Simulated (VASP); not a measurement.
Input of a VASP 6.6.1 run:

File INCAR:

```
SYSTEM = CdTe
PREC = Accurate
ENCUT = 600
EDIFF = 1E-7
ISMEAR = 0
SIGMA = 0.03
LREAL = .FALSE.
LASPH = .TRUE.
NELM = 80
ALGO = Normal
ISIF = 3
LWAVE = .FALSE.
LCHARG = .FALSE.
GGA = PS
IBRION = 2
NSW = 90
EDIFFG = -0.005
```

KPOINTS

```
Automatic mesh
0
G
  8 8 8
  0 0 0
```

Contents of POSCAR:

```
CdTe                                    
1.0
    0.0000000000      3.2477981882      3.2477981882
    3.2477981882      0.0000000000      3.2477981882
    3.2477981882      3.2477981882      0.0000000000
  Cd              Te            
     1     1
Direct
     0.0000000000000000    0.0000000000000000    0.0000000000000000
     0.2500000000000000    0.2500000000000000    0.2500000000000000
```

Potentials or basis: VASP PAW PBE potentials, release 64 (Cd, Te).

Command:

```bash
$ cat potpaw_PBE.64/Cd/POTCAR potpaw_PBE.64/Te/POTCAR > POTCAR
$ mpirun -np 1 vasp_std > vasp.out
```

Estimate the band gap on the k mesh.

0.64 eV, direct.

Final structure:
```xyz
2
Lattice="0.0000 3.2478 3.2478 3.2478 0.0000 3.2478 3.2478 3.2478 0.0000" Properties=species:S:1:pos:R:3 pbc="T T T"
Cd    0.0000    0.0000    0.0000
Te    1.6239    1.6239    1.6239
```

Caveat: the relaxation stopped at its first step, so nothing moved; spin-orbit coupling is left out, which moves the levels of the heavy elements. Expect the measured gap to be larger: semilocal functionals such as PBEsol lack the derivative discontinuity.
